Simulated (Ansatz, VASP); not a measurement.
Two plane-wave programs on Cd

The input INCAR:

```
  PREC = Accurate
  ENCUT = 520
  EDIFF = 1E-6
  ISMEAR = -1
  SIGMA = 0.1
  LREAL = False
  LASPH = True
  NELM = 100
  ALGO = Normal
  ISIF = 2
  LWAVE = False
  LCHARG = True
  LELF = True
  LVHAR = True
  NBANDS = 12
```

File KPOINTS:

```
Automatic mesh
0
Gamma
  14 14 14
```

The input POSCAR:

```
Cd
1.0
    0.0000000000      2.2088303277      2.2088303277
    2.2088303277      0.0000000000      2.2088303277
    2.2088303277      2.2088303277      0.0000000000
Cd
1
Direct
    0.0000000000      0.0000000000      0.0000000000
```

Input for Ansatz:

```yaml
crystal:
  lattice:
    - [0.0, 2.2088303277, 2.2088303277]
    - [2.2088303277, 0.0, 2.2088303277]
    - [2.2088303277, 2.2088303277, 0.0]
  atoms:
    - { symbol: Cd, position: [0.0, 0.0, 0.0] }
hamiltonian:
  xc: lda
  pseudopotentials:
    kind: paw
    azcp:
      Cd: "pseudopotentials/Cd.paw.azcp"
basis:
  ecutwfc: 420
  fft_grid_basis: typed
kpoints:
  mp_grid: { grid: [14, 14, 14], shift: [0, 0, 0] }
magnetization:
  spin_polarized: false
scf:
  occupations: { method: fermi_dirac, width: 0.1 }
  lower_state_search: "off"
output:
  stress: true
```

Alike in both runs: task single point; functional LDA; k mesh 14 × 14 × 14; occupations fermi-dirac, width 0.1 eV; no spin polarisation.

|  | VASP | Ansatz |
| --- | --- | --- |
| version | VASP 6.6.1 | Ansatz 0.2.0 |
| potentials or method | VASP PAW LDA potentials, release 64 (Cd) | plane waves (420 eV) with PAW, scalar-relativistic |
| plane-wave cutoff (eV) | 520 | 420 |
| valence electrons in the cell | 12 | 20 |

|  | VASP | Ansatz | Ansatz less VASP |
| --- | --- | --- | --- |
| pressure (GPa) | -3.9 | -4.3 | -0.42 |

The two sets of potentials don't hold the same shells in valence. Ansatz warned: «pseudo_functional_mismatch».
